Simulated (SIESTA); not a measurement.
HfC in SIESTA: the effect of basis

Crystal: HfC.

```
Hf C
1.0
     0.00000    2.32500    2.32500
     2.32500    0.00000    2.32500
     2.32500    2.32500    0.00000
Hf C
1 1
Direct
  0.50000 0.50000 0.50000
  0.00000 0.00000 0.00000
```

Alike in all runs:

- Program: SIESTA 5.4.2
- Task: band structure
- Functional: PBEsol
- Potentials or basis: PseudoDojo 0.4 standard (PBEsol files)
- Grid cutoff: 800 Ry
- Energy shift: 0.003 Ry
- k mesh: 10 × 10 × 10
- Occupations: fermi-dirac, width 0.05 eV
- Spin: no spin polarisation

Problem. One run gave: pressure -11.3 GPa. Which basis did it use?
A. DZ
B. SZP
C. TZP
D. TZDP
E. SZ

Solution. E.

```tsv
basis	pressure (GPa)
SZ	-11.3
SZP	-4.9
DZ	-3.4
DZP	-3.6
TZP	-5.0
TZDP	-5.2
```

Caveats: short orbitals over semicore shells can move pressures by several GPa; the basis of atomic orbitals isn't converged, which shifts pressures, moduli and gaps; the basis has no polarisation orbitals (some runs).
